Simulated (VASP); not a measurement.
# MgSe2 (Pa-3) in VASP: single point with LDA

Aim: the single point of MgSe2 with LDA.

All numbers are computed with VASP 6.6.1; they aren't measurements. Logs are shortened: lines on timing, memory, paths and dates and some standing lists are left out, and cuts for length are marked.

### Step 1. The structure

The structure is cubic, space group Pa-3 (No. 205). The conventional cell has a = 6.460 Å, b = 6.460 Å, c = 6.460 Å, α = 90.00°, β = 90.00°, γ = 90.00°. Mg (site symmetry -3) has 6 Se at 2.72 Å as nearest neighbours. Se (site symmetry 3) is surrounded by 1 Se at 2.38 Å and 3 Mg at 2.72 Å.

The cell comes from a database or a generator and needn't be the stable form of this composition.

### Step 2. Single point, LDA

INCAR

```
ALGO = Normal ; EDIFF = 1E-6
ENCUT = 520 ; ISIF = 2
ISMEAR = 0 ; LASPH = T
LCHARG = F ; LREAL = F
LWAVE = F ; NBANDS = 40
NELM = 100 ; PREC = Accurate
SIGMA = 0.01
```

KPOINTS

```
k-points
0
Gamma
  3 3 3
```

POSCAR

```
MgSe2
1.0
    6.4599975300      0.0000000000      0.0000000000
    0.0000000000      6.4599975300      0.0000000000
    0.0000000000      0.0000000000      6.4599975300
Mg Se
4 8
Direct
    0.4999999992      0.4999999992      0.0000000000
    0.4999999992      0.0000000000      0.4999999992
    0.0000000000      0.4999999992      0.4999999992
    0.0000000000      0.0000000000      0.0000000000
    0.1062025406      0.8937974594      0.3937974602
    0.8937974594      0.3937974602      0.1062025406
    0.3937974602      0.1062025406      0.8937974594
    0.6062025398      0.6062025398      0.6062025398
    0.8937974594      0.1062025406      0.6062025398
    0.1062025406      0.6062025398      0.8937974594
    0.6062025398      0.8937974594      0.1062025406
    0.3937974602      0.3937974602      0.3937974602
```

Potentials or basis: VASP PAW LDA potentials, release 64 (Mg, Se).

Run with:

```sh
> cat potpaw_LDA.64/Mg/POTCAR potpaw_LDA.64/Se/POTCAR > POTCAR
> mpirun -np 1 vasp_std > vasp.out
```

OUTCAR:

```text
EDIFF = 1E-6
   ENCUT = 520
   ISIF = 2
   ISMEAR = 0
   LASPH = T
   LREAL = F
   NELM = 100
   PREC = Accurate

 ion  position               nearest neighbor table
   1  0.500  0.500  0.000-   7 2.72  10 2.72  12 2.72   6 2.72  11 2.72   8 2.72
   2  0.500  0.000  0.500-   5 2.72  11 2.72  12 2.72   7 2.72   8 2.72   9 2.72
   3  0.000  0.500  0.500-   6 2.72   9 2.72  12 2.72   5 2.72   8 2.72  10 2.72
   4  0.000  0.000  0.000-   6 2.72   7 2.72  10 2.72  11 2.72   5 2.72   9 2.72
   5  0.106  0.894  0.394-   9 2.38   2 2.72   3 2.72   4 2.72
   6  0.894  0.394  0.106-  10 2.38   3 2.72   1 2.72   4 2.72
   7  0.394  0.106  0.894-  11 2.38   1 2.72   2 2.72   4 2.72
   8  0.606  0.606  0.606-  12 2.38   3 2.72   2 2.72   1 2.72
   9  0.894  0.106  0.606-   5 2.38   3 2.72   2 2.72   4 2.72
  10  0.106  0.606  0.894-   6 2.38   1 2.72   4 2.72   3 2.72
  11  0.606  0.894  0.106-   7 2.38   2 2.72   4 2.72   1 2.72
  12  0.394  0.394  0.394-   8 2.38   2 2.72   3 2.72   1 2.72

  LATTYP: Found a simple cubic cell.
 ALAT       =     6.4599975300

  Lattice vectors:

 A1 = (   6.4599975300,   0.0000000000,   0.0000000000)
 A2 = (   0.0000000000,   6.4599975300,   0.0000000000)
 A3 = (   0.0000000000,   0.0000000000,   6.4599975300)

Analysis of symmetry for initial positions (statically):
=====================================================================
 Subroutine PRICEL returns:
 Original cell was already a primitive cell.

 Routine SETGRP: Setting up the symmetry group for a
 simple cubic supercell.

 Subroutine GETGRP returns: Found 24 space group operations
 (whereof  6 operations were pure point group operations)
 out of a pool of 48 trial point group operations.

The static configuration has the point symmetry S_6 .
 The point group associated with its full space group is T_h .

Analysis of symmetry for dynamics (positions and initial velocities):
=====================================================================
 Subroutine PRICEL returns:
 Original cell was already a primitive cell.

 Routine SETGRP: Setting up the symmetry group for a
 simple cubic supercell.

 Subroutine GETGRP returns: Found 24 space group operations
 (whereof  6 operations were pure point group operations)
 out of a pool of 48 trial point group operations.

The dynamic configuration has the point symmetry S_6 .
 The point group associated with its full space group is T_h .

 Subroutine INISYM returns: Found 24 space group operations
 (whereof  6 operations are pure point group operations),
 and found     1 'primitive' translations

----------------------------------------------------------------------------------------

                                     Primitive cell

  volume of cell :     269.5858

  direct lattice vectors                    reciprocal lattice vectors
     6.459997530  0.000000000  0.000000000     0.154798821  0.000000000  0.000000000
     0.000000000  6.459997530  0.000000000     0.000000000  0.154798821  0.000000000
     0.000000000  0.000000000  6.459997530     0.000000000  0.000000000  0.154798821

  length of vectors
     6.459997530  6.459997530  6.459997530     0.154798821  0.154798821  0.154798821

  position of ions in fractional coordinates (direct lattice)
     0.499999999  0.499999999  0.000000000
     0.499999999  0.000000000  0.499999999
     0.000000000  0.499999999  0.499999999
     0.000000000  0.000000000  0.000000000
     0.106202541  0.893797459  0.393797460
     0.893797459  0.393797460  0.106202541
     0.393797460  0.106202541  0.893797459
     0.606202540  0.606202540  0.606202540
     0.893797459  0.106202541  0.606202540
     0.106202541  0.606202540  0.893797459
     0.606202540  0.893797459  0.106202541
     0.393797460  0.393797460  0.393797460

  ion indices of the primitive-cell ions
   primitive index   ion index
                 1           1
                 2           2
                 3           3
                 4           4
                 5           5
                 6           6
                 7           7
                 8           8
                 9           9
                10          10
                11          11
                12          12

----------------------------------------------------------------------------------------

 KPOINTS: k-points

Automatic generation of k-mesh.
 Grid dimensions read from file:
 generate k-points for:    3    3    3

 Generating k-lattice:

  Cartesian coordinates                     Fractional coordinates (reciprocal lattice)
     0.051599607  0.000000000  0.000000000     0.333333333  0.000000000  0.000000000
     0.000000000  0.051599607  0.000000000     0.000000000  0.333333333  0.000000000
     0.000000000  0.000000000  0.051599607     0.000000000  0.000000000  0.333333333

  Length of vectors
     0.051599607  0.051599607  0.051599607

  Shift w.r.t. Gamma in fractional coordinates (k-lattice)
     0.000000000  0.000000000  0.000000000

 Subroutine IBZKPT returns following result:
 ===========================================

 Found      4 irreducible k-points:

 Following reciprocal coordinates:
            Coordinates               Weight
  0.000000  0.000000  0.000000      1.000000
  0.333333  0.000000  0.000000      6.000000
  0.333333  0.333333  0.000000     12.000000
  0.333333  0.333333  0.333333      8.000000
   k-points           NKPTS =      4   k-points in BZ     NKDIM =      4   number of bands    NBANDS=     40
   number of dos      NEDOS =    301   number of ions     NIONS =     12
   total plane-waves  NPLWV = 110592
   dimension x,y,z NGX =    48 NGY =   48 NGZ =   48
   dimension x,y,z NGXF=    96 NGYF=   96 NGZF=   96
   ions per type =               4   8
   NGX,Y,Z   is equivalent  to a cutoff of  12.35, 12.35, 12.35 a.u.
   NGXF,Y,Z  is equivalent  to a cutoff of  24.71, 24.71, 24.71 a.u.
 SYSTEM =  unknown system
   PREC   = accura    normal or accurate (medium, high low for compatibility)
   ISTART =      0    job   : 0-new  1-cont  2-samecut
   ICHARG =      2    charge: 1-file 2-atom 10-const
   ISPIN  =      1    spin polarized calculation?
   LNONCOLLINEAR =      F non collinear calculations
   LSORBIT =      F    spin-orbit coupling
   LASPH  =      T    aspherical Exc in radial PAW
   ENCUT  =  520.0 eV  38.22 Ry    6.18 a.u.  12.01 12.01 12.01*2*pi/ulx,y,z
   NELM   =    100;   NELMIN=  2; NELMDL= -5     # of ELM steps
   EDIFF  = 0.1E-05   stopping-criterion for ELM
   LREAL  =      F    real-space projection
   EDIFFG = 0.1E-04   stopping-criterion for IOM
   NSW    =      0    number of steps for IOM
   IBRION =     -1    ionic relax: 0-MD 1-quasi-New 2-CG
   NFREE  =      0    steps in history (QN), initial steepest desc. (CG)
   ISIF   =      2    stress and relaxation
   ISYM   =      2    0-nonsym 1-usesym 2-fastsym
   POTIM  = 0.5000    time-step for ionic-motion
   TEBEG  =    0.0;   TEEND  =   0.0 temperature during run
   PSTRESS=    0.0 pullay stress
   NELECT =      56.0000    total number of electrons
   NUPDOWN=      -1.0000    fix difference up-down
   EMIN   =  10.00;   EMAX   =-10.00  energy-range for DOS
   EFERMI =   0.00;   METHOD = LEGACY
   ISMEAR =     0;   SIGMA  =   0.01  broadening in eV -4-tet -1-fermi 0-gaus
   EFERMI_NEDOS =   21; number of points for ismear=-14 and -15
   IALGO  =     38    algorithm
   IMIX   =      4    mixing-type and parameters
     AMIX     =   0.40;   BMIX     =  1.00
     AMIX_MAG =   1.60;   BMIX_MAG =  1.00
  volume/ion in A,a.u.               =      22.47       151.60
  Fermi-wavevector in a.u.,A,eV,Ry     =   0.969554  1.832191 12.789941  0.940034
  Thomas-Fermi vector in A             =   2.099616
   LORBIT       =      0    0 simple, 1 ext, 2 COOP (PROOUT), +10 PAW based schemes
   GGA     = CA    functional components
   LHFCALC =     F    Hartree Fock is set to
   AEXX    =    0.0000 exact exchange contribution
   IVDW    =     0    specifies the selected vdW correction
   LEPSILON=     F    determine dielectric tensor
   LRPA    =     F    only Hartree local field effects (RPA)
 non-spin polarized calculation
 Gauss-broadening in eV      SIGMA  =   0.01
  energy-cutoff  :      520.00
  volume of cell :      269.59
 maximum number of plane-waves:      7259
   NGX = 25   NGY = 25   NGZ = 25

 number of electron      55.9999991 magnetization

 Free energy of the ion-electron system (eV)
  ---------------------------------------------------
  ext. energy  EPLUGINS =         0.00000000
  ---------------------------------------------------
  free energy    TOTEN  =       -50.95723515 eV

  energy without entropy =      -50.95723515  energy(sigma->0) =      -50.95723515

 E-fermi :   3.0582     XC(G=0):  -9.5670

 val. band max:        3.0105195546   @ k =   0.0000   0.0000   0.0000
 cond. band min:       4.7859913790   @ k =   0.3333   0.3333   0.3333
 fundamental gap:      1.7754718244
 Fermi energy:         3.0582229028

 k-point     1 :       0.0000    0.0000    0.0000
  band No.  band energies     occupation
      1     -11.3765      2.00000
      2     -10.5184      2.00000
      3     -10.5184      2.00000
      4     -10.5184      2.00000
      5      -8.2323      2.00000
      6      -8.2323      2.00000
[... 32 lines left out ...]
     39       8.8838      0.00000
     40       9.1492      0.00000

 k-point     2 :       0.3333    0.0000    0.0000
  band No.  band energies     occupation
      1     -11.1946      2.00000
      2     -10.7729      2.00000
      3     -10.5093      2.00000
      4     -10.5091      2.00000
      5      -8.1998      2.00000
      6      -8.1910      2.00000
[... 32 lines left out ...]
     39       9.1705      0.00000
     40       9.4955      0.00000

 k-point     3 :       0.3333    0.3333    0.0000
  band No.  band energies     occupation
      1     -11.0392      2.00000
      2     -10.6982      2.00000
      3     -10.6979      2.00000
      4     -10.5647      2.00000
      5      -8.1907      2.00000
      6      -8.1512      2.00000
[... 32 lines left out ...]
     39       8.7518      0.00000
     40       8.9155      0.00000

 k-point     4 :       0.3333    0.3333    0.3333
  band No.  band energies     occupation
      1     -10.9187      2.00000
      2     -10.6815      2.00000
      3     -10.6778      2.00000
      4     -10.6778      2.00000
      5      -8.2020      2.00000
      6      -8.2020      2.00000
[... 32 lines left out ...]
     39       8.5519      0.00000
     40       9.1731      0.00000

------------------------ aborting loop because EDIFF is reached ----------------------------------------

  FORCE on cell =-STRESS in cart. coord.  units (eV):
  Direction    XX          YY          ZZ          XY          YZ          ZX
  --------------------------------------------------------------------------------------
  -------------------------------------------------------------------------------------
  Total       -4.5104960     -4.5104960     -4.5104960     -0.0000000      0.0000000      0.0000000
  in kB      -26.8063591    -26.8063591    -26.8063591     -0.0000000      0.0000000      0.0000000
  external PRESSURE =     -26.8063591 kB  Pullay stress =       0.0000000 kB

 VOLUME and BASIS-vectors are now :
 -----------------------------------------------------------------------------
  energy-cutoff  :      520.00
  volume of cell :      269.59
      direct lattice vectors                 reciprocal lattice vectors
     6.459997530  0.000000000  0.000000000     0.154798821  0.000000000  0.000000000
     0.000000000  6.459997530  0.000000000     0.000000000  0.154798821  0.000000000
     0.000000000  0.000000000  6.459997530     0.000000000  0.000000000  0.154798821

 POSITION                                       TOTAL-FORCE (eV/Angst)
 -----------------------------------------------------------------------------------
      3.23000      3.23000      0.00000        -0.000000     -0.000000      0.000000
      3.23000      0.00000      3.23000        -0.000000     -0.000000      0.000000
      0.00000      3.23000      3.23000        -0.000000     -0.000000      0.000000
      0.00000      0.00000      0.00000        -0.000000     -0.000000      0.000000
      0.68607      5.77393      2.54393         0.051533     -0.051533     -0.051533
      5.77393      2.54393      0.68607        -0.051533     -0.051533      0.051533
      2.54393      0.68607      5.77393        -0.051533      0.051533     -0.051533
      3.91607      3.91607      3.91607         0.051533      0.051533      0.051533
      5.77393      0.68607      3.91607        -0.051533      0.051533      0.051533
      0.68607      3.91607      5.77393         0.051533      0.051533     -0.051533
      3.91607      5.77393      0.68607         0.051533     -0.051533      0.051533
      2.54393      2.54393      2.54393        -0.051533     -0.051533     -0.051533
 -----------------------------------------------------------------------------------
    total drift:                               -0.000006     -0.000005     -0.000000

  FREE ENERGIE OF THE ION-ELECTRON SYSTEM (eV)
  ---------------------------------------------------
  free  energy   TOTEN  =       -50.9572351455 eV

  energy  without entropy=      -50.9572351455  energy(sigma->0) =      -50.95723515
```

Wall time 36 s (1 thread of Intel Xeon Platinum 8559C (Emerald Rapids), shared host); peak memory 0.25 GiB.

What came out:

```
Free energy            : -50.9572 eV
Pressure               : -2.7 GPa
Largest force          : 0.089 eV/Å
Band gap on the k mesh : 1.78 eV, indirect (least direct gap 1.78 eV)
```

Forces on the atoms (eV/Å):
```
Mg   0.000  0.000  0.000
Mg   0.000  0.000  0.000
Mg   0.000  0.000  0.000
Mg   0.000  0.000  0.000
Se   0.052 -0.052 -0.052
Se  -0.052 -0.052  0.052
Se  -0.052  0.052 -0.052
Se   0.052  0.052  0.052
Se  -0.052  0.052  0.052
Se   0.052  0.052 -0.052
Se   0.052 -0.052  0.052
Se  -0.052 -0.052 -0.052
```

Caveat: an odd mesh through Γ misses points on the zone boundary, where band edges often lie.
